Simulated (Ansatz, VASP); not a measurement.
# ZnSe (Stilleite): VASP beside Ansatz, part 2 of 2

Wanted: the spread between two codes on one cell, functional and k mesh. The cell is a member of a volume series, scaled by 1.015 from a relaxed one, so a pressure remains.

VASP 6.6.1 and Ansatz 0.2.0.

So far. Step 3 (Ansatz: single point, PBE, volume scaled by 1.015): The run ends at a pressure of -0.92 GPa. Step 6 (Ansatz: single point, PBEsol with D3(BJ), volume scaled …): The run ends at a pressure of 0.89 GPa.

### 7. VASP: single point, PBEsol with D3(BJ), volume scaled by 0.985

Level of this step: PBEsol with D3(BJ); plane waves and PAW (Se, Zn) (VASP).

The same cell, functional, mesh and smearing now go to VASP, with its own data sets and cutoff.

The input asks for a relaxation, which ended at its first step since no free force or stress exceeded the threshold; so it serves as a single point.

INCAR reads:

```
SYSTEM = ZnSe
PREC = Accurate
ENCUT = 450
EDIFF = 1E-06
NELM = 100
ISMEAR = 0
SIGMA = 0.03
LREAL = .FALSE.
ALGO = Normal
GGA = PS
IVDW = 12
NBANDS = 15
LORBIT = 11
LWAVE = .FALSE.
LCHARG = .FALSE.
KPAR = 8
IBRION = 2
NSW = 30
ISIF = 4
EDIFFG = -0.01
```

POSCAR reads:

```
ZnSe
1.0
    0.0000000000      2.7767313569      2.7767313569
    2.7767313569      0.0000000000      2.7767313569
    2.7767313569      2.7767313569      0.0000000000
Se Zn
1 1
Direct
    0.7500000000      0.7500000000      0.7500000000
    0.0000000000      0.0000000000      0.0000000000
```

KPOINTS reads:

```
Automatic mesh
0
Gamma
6 6 6
0 0 0
```

PAW data sets: Se and Zn (PBE family, release 64).

The run is started by

```sh
mpirun -np 8 vasp_std
```

Numbers of over 12 decimals in the logs are rounded to 6 here.

Log:

```text
[banner, memory and clock lines left out]
running    8 mpi-ranks, on    1 nodes
[...]
[... a notice as in an earlier step ...]

|                                                                             |
|               ----> ADVICE to this user running VASP <----                  |
|                                                                             |
|     You enforced a specific xc type in the INCAR file but a different       |
|     [... a line on the potential file left out ...]
|     I HOPE YOU KNOW WHAT YOU ARE DOING!                                     |
|                                                                             |

 LDA part: xc-table for (Slater+PW92), standard interpolation
 POSCAR, INCAR and KPOINTS ok, starting setup
[...]
entering main loop
       N       E                     dE             d eps       ncg     rms          rms(c)
DAV:   1     0.817171717206E+02    0.81717E+02   -0.81702E+03   480   0.124E+03
DAV:   2    -0.195336668155E+01   -0.83671E+02   -0.78526E+02   515   0.244E+02
DAV:   3    -0.701771916551E+01   -0.50644E+01   -0.50448E+01   620   0.622E+01
DAV:   4    -0.705606718303E+01   -0.38348E-01   -0.38345E-01   557   0.582E+00
[...]
DAV:  10    -0.674347114091E+01   -0.49415E-04   -0.22437E-04   627   0.195E-01    0.227E-02
DAV:  11    -0.674346248021E+01    0.86607E-05   -0.34653E-05   630   0.845E-02    0.533E-03
DAV:  12    -0.674346250419E+01   -0.23981E-07   -0.61398E-06   543   0.181E-02
   1 F= -.73474387E+01 E0= -.73474387E+01  d E =-.734744E+01
[...]
reached required accuracy - stopping structural energy minimisation
```

From OUTCAR (step 7):

```text
 Edisp (eV)   -0.60398

  Total       0.30000     0.30000     0.30000    -0.00000    -0.00000    -0.00000
  in kB      11.22523    11.22523    11.22523    -0.00000    -0.00000    -0.00000
  external pressure =       11.23 kB  Pullay stress =        0.00 kB

 POSITION                                       TOTAL-FORCE (eV/Angst)
 -----------------------------------------------------------------------------------
      4.16510      4.16510      4.16510        -0.000000     -0.000000      0.000000
      0.00000      0.00000      0.00000         0.000000      0.000000     -0.000000
 -----------------------------------------------------------------------------------
    total drift:                               -0.000002     -0.000002     -0.000002

  FREE ENERGIE OF THE ION-ELECTRON SYSTEM (eV)
  ---------------------------------------------------
  free  energy   TOTEN  =        -7.3474387372 eV

  energy  without entropy=       -7.3474387372  energy(sigma->0) =       -7.34743874

[... 2 parts as in an earlier step ...]

[... 2 further parts left out ...]
[key lines of the parts left out:]
E-fermi :   2.1654
```

### 8. Comparison

What differs besides the data sets and the points named for the pairs above, as far as they apply: Ansatz makes its cores anew for this functional, VASP keeps those of its PBE data sets. Total energies have different zeros and are not compared.

Compared:

```tsv
quantity	Ansatz	VASP	difference
pressure (GPa)	0.89	1.12	-0.23
pressure without Ansatz's Pulay correction (GPa)	0.84	1.12	-0.29
gap on the k mesh (eV)	1.410	1.415	-0.005
```

A gap on the mesh is an upper bound, since the band edges may lie between its points. Ansatz's pressure holds a Pulay correction of 0.06 GPa; VASP's holds none.

### 9. Further runs

Further runs change the set-up of one program: Ansatz's method, potentials or start, or VASP's data sets, cutoff or form of LDA. The table gives Ansatz less VASP for each quantity, since a change that brings one quantity closer may part another.

```tsv
run	pressure (GPa)	gap on the k mesh (eV)
as above	-0.23	-0.0051
Ansatz's all-electron LAPW method	-0.22	-0.0023
```

### 10. VASP: single point, BLYP, volume scaled by 1.015

A single point gives forces, pressure and levels at one fixed geometry, so differences don't come from the geometry; what else differs is listed under the comparison. The cell compared in this pair holds 50.76 Å³, against 42.82 Å³ for the pair before.

The input asks for a relaxation, which ended at its first step since no free force or stress exceeded the threshold; so it serves as a single point.

Changes to INCAR since step 7:

```diff
@@ -9,4 +9,7 @@
 ALGO = Normal
-GGA = PS
-IVDW = 12
+GGA = B5
+ALDAX = 1
+AGGAX = 1
+AGGAC = 1
+ALDAC = 0
 NBANDS = 15
```

POSCAR reads:

```
ZnSe
1.0
    0.0000000000      2.9387317032      2.9387317032
    2.9387317032      0.0000000000      2.9387317032
    2.9387317032      2.9387317032      0.0000000000
Se Zn
1 1
Direct
    0.7500000000      0.7500000000      0.7500000000
    0.0000000000      0.0000000000      0.0000000000
```

KPOINTS is that of step 7.

The run is started by

```sh
mpirun -np 8 vasp_std
```

Log:

```text
[banner, memory and clock lines left out]
running    8 mpi-ranks, on    1 nodes
[...]
[... a notice as in an earlier step ...]

 [... a notice as in an earlier step ...]

 LDA part: xc-table for (Slater(with rela. corr.)+VWN5), standard interpolation
 POSCAR, INCAR and KPOINTS ok, starting setup
[...]
entering main loop
       N       E                     dE             d eps       ncg     rms          rms(c)
DAV:   1     0.842564596019E+02    0.84256E+02   -0.82313E+03   480   0.119E+03
DAV:   2     0.194546642192E+00   -0.84062E+02   -0.79239E+02   543   0.242E+02
DAV:   3    -0.530737567509E+01   -0.55019E+01   -0.54820E+01   529   0.632E+01
DAV:   4    -0.535500982974E+01   -0.47634E-01   -0.47623E-01   599   0.649E+00
[...]
DAV:  10    -0.500067744248E+01   -0.43900E-04   -0.64795E-05   585   0.732E-02    0.150E-02
DAV:  11    -0.500068268957E+01   -0.52471E-05   -0.10462E-05   522   0.327E-02    0.311E-03
DAV:  12    -0.500068297133E+01   -0.28176E-06   -0.10901E-06   464   0.114E-02
   1 F= -.50006830E+01 E0= -.50006830E+01  d E =-.500068E+01
[...]
reached required accuracy - stopping structural energy minimisation
```

Parts of OUTCAR (step 10):

```text
  Total       -0.2190647     -0.2190647     -0.2190647     -0.0000000      0.0000000      0.0000000
  in kB       -6.9146969     -6.9146969     -6.9146969     -0.0000000      0.0000000      0.0000000
  external PRESSURE =      -6.9146969 kB  Pullay stress =       0.0000000 kB

 POSITION                                       TOTAL-FORCE (eV/Angst)
 -----------------------------------------------------------------------------------
      4.40810      4.40810      4.40810         0.000000      0.000000      0.000000
      0.00000      0.00000      0.00000        -0.000000     -0.000000     -0.000000
 -----------------------------------------------------------------------------------
    total drift:                               -0.000001     -0.000001     -0.000001

  FREE ENERGIE OF THE ION-ELECTRON SYSTEM (eV)
  ---------------------------------------------------
  free  energy   TOTEN  =        -5.0006829713 eV

  energy  without entropy=       -5.0006829713  energy(sigma->0) =       -5.00068297

[... 2 parts as in an earlier step ...]

[... 2 further parts left out ...]
[key lines of the parts left out:]
E-fermi :   1.2776
```

### 11. Ansatz: single point, BLYP, volume scaled by 1.015

The same cell, functional (in two slightly different forms), mesh and smearing now go to Ansatz, which takes its cutoff from its data sets.

The cell is a member of a volume series, scaled by 1.015 from a relaxed one, so a pressure remains.

input.yaml reads:

```yaml
crystal:
  lattice:
    - [0.0, 2.9387317, 2.9387317]
    - [2.9387317, 0.0, 2.9387317]
    - [2.9387317, 2.9387317, 0.0]
  atoms:
    - { symbol: Se, position: [0.75, 0.75, 0.75] }
    - { symbol: Zn, position: [0.0, 0.0, 0.0] }
hamiltonian:
  xc: blyp
  pseudopotentials: { kind: paw }
kpoints:
  mp_grid: { grid: [6, 6, 6] }
scf:
  occupations: { method: gaussian, width: 0.03 }
  n_extra_bands: 4
output:
  forces: true
  stress: true
  eigenvalues: true
  write_density: true
  write_potential: true
  elf: true
  volumetric_format: npy
```

The run is started by

```sh
ansatz run input.yaml --threads 2 --pin off --max-ram 4608MiB --backend cpu --events-out ev --progress --plain --runs-dir out
```

Log:

```text
[...]
Crystal: 2 atoms, lattice volume = 50.759 Å³
Basis set: ecut = 420 eV, 965 PW (Γ), exchange–correlation on 60×60×60 points (8 copies of the dense FFT grid, shifted against one another)
Bands: 18, of which v1, the nominal top of the filled ones, is band 14 counted from 1 (13 counted from 0)
Symmetry: 24 space group operations
[...]
k-points: 16 of 216 (time reversal used)
[...]
--- Band table (eV; the first three rows and the last of 16) ---
  k-point 0: bands = [... 10 lower, -0.3220, 5.7321, 5.7321, 5.7321, 6.5231, 11.5891, 11.5891, 11.5891]
  k-point 1: bands = [... 10 lower, -0.3229, 3.9390, 5.5289, 5.5289, 7.8466, 11.5408, 11.9337, 11.9337]
  k-point 2: bands = [... 10 lower, -0.3170, 2.0841, 5.1774, 5.1774, 8.1365, 12.2218, 12.2218, 12.9279]
  k-point 15: bands = [... 10 lower, -0.1213, 1.5097, 3.5551, 3.6704, 10.1953, 10.3833, 13.6779, 14.1780]
[key lines of the parts left out:]
SCF converged after 6 iterations
Free energy (F): -8810.206620 eV
Fermi energy:    6.128201 eV
P = ⅓ Tr σ = -0.7965 GPa (-7.965 kbar)
```

It took 2.2 s on 2 threads of Arm Neoverse N1, shared host; peak memory 0.32 GiB; 3.7 s of CPU time.

The run ends at a pressure of -0.80 GPa.

### 12. Differences

What differs besides the data sets and the points named for the pairs above, as far as they apply: VASP's log shows a relativistic correction to its local exchange, Ansatz's none. Total energies have different zeros and are not compared.

Compared:

```tsv
quantity	Ansatz	VASP	difference
pressure (GPa)	-0.80	-0.69	-0.11
gap on the k mesh (eV)	0.791	0.825	-0.034
```

A gap on the mesh is an upper bound, since the band edges may lie between its points. Ansatz's pressure holds a Pulay correction of 0.03 GPa; VASP's holds none.

### 13. What the set-up changes

Further runs change the set-up of one program: Ansatz's method, potentials or start, or VASP's data sets, cutoff or form of LDA. The table gives Ansatz less VASP for each quantity, since a change that brings one quantity closer may part another.

```tsv
run	pressure (GPa)	gap on the k mesh (eV)
as above	-0.11	-0.034
Ansatz's all-electron LAPW method	-0.088	-0.033
```

### 14. Results

- difference in gap on the k mesh (single point, PBE, volume scaled by 1.015): 4.6e-4 eV
- difference in gap on the k mesh (single point, PBEsol with D3(BJ), volume scaled by 0.985): -0.0051 eV
- difference in gap on the k mesh (single point, BLYP, volume scaled by 1.015): -0.034 eV

In words: The difference in gap on the k mesh is -0.034 eV (single point, BLYP, volume scaled by 1.015), within the 0.08 eV picked in this series as the mark of a large difference. Single point, PBE, volume scaled by 1.015, Ansatz's all-electron LAPW method: the difference in gap on the k mesh goes from 4.6e-4 to 0.0026 eV. Single point, PBEsol with D3(BJ), volume scaled by 0.985, Ansatz's all-electron LAPW method: the difference in gap on the k mesh goes from -0.0051 to -0.0023 eV. For single point, BLYP, volume scaled by 1.015, no further run moves any of the tabulated differences by more than a quarter of its size. 3 further runs of this series are not shown here. Such differences can come from data sets, numerical settings and the points named under the comparisons, not from the functional's error against experiment.

[Lines on the potential files, build, host, timing and source positions are cut from VASP's logs without a mark.]

[Logs are printed without paths, hosts, clocks, repeated set-up lines and the standing remarks that a program may print on its own settings, such as how far it seeks lower states.]

[Hosts, paths, dates, database ids (printed as entryN), source tags and the programs' standing remarks are cut or masked in the printed files.]
